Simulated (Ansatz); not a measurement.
## Electric field gradients in SnS2

These are results of DFT PBEsol, scalar-relativistic, plane waves, PAW (Ansatz 0.2.0), not measurements. Plane waves to 420 eV; Γ-centred k mesh 12×12×6; fixed occupations. No spin polarisation.

Relaxed structure:
```xyz
3
Lattice="3.6509 0.0000 0.0000 -1.8255 3.1618 0.0000 0.0000 0.0000 6.0709" Properties=species:S:1:pos:R:3 pbc="T T T"
Sn    0.0000    0.0000    0.0000
S     1.8255    1.0539    1.4740
S     0.0000    2.1079    4.5969
```

The crystal is built of layers and no dispersion correction was added, so the binding between them is poorly described, and with it their spacing and whatever depends on it. Spin–orbit coupling is left out, which matters for gradients at heavy nuclei.

Give V_zz (10²¹ V/m²) and the asymmetry η at each distinct site.

Answers

| atom | V_zz | η |
| --- | --- | --- |
| Sn (atom 1) | 0.698 | 0.00 |
| S (atom 2) | -4.57 | 0.00 |

Cost: 1 run of about 0.15 core-minutes, on AMD EPYC 7R43 (Zen 3) (shared hosts).